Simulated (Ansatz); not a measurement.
A run of Ansatz 0.2.0:

The input input.yaml:

```yaml
crystal:
  lattice:
    - [-1.62547, 1.62547, 2.4737]
    - [1.62547, -1.62547, 2.4737]
    - [1.62547, 1.62547, -2.4737]
  atoms:
    - { symbol: In, position: [0.0, 0.0, 0.0] }
hamiltonian:
  xc: rpbe
  pseudopotentials: { kind: paw }
  dispersion: d4
kpoints:
  mp_grid: { grid: [11, 11, 11] }
scf:
  occupations: { method: fermi_dirac, width: 0.05 }
output:
  forces: true
  stress: true
  eigenvalues: true
  write_density: true
  write_potential: true
  elf: true
  volumetric_format: npy
relax:
  f_tol: 0.01
  max_steps: 40
  cell: { stress_tol: 0.05 }
```

Potentials or basis: Ansatz PAW.

Command:

```sh
$ ansatz run input.yaml --threads 2 --pin off --max-ram 5632MiB --backend cpu --events-out ev --progress --plain --runs-dir out
```

Hardware: 2 threads of Arm Neoverse N1 (shared host).

Question: How long does it take, and how much memory?

Answer: Run time: 13 s on 2 threads of Arm Neoverse N1 (shared host), peak memory 0.33 GiB. Counts: scf iterations 24, plane waves 531, k points 126, bands 11, ion steps 6.
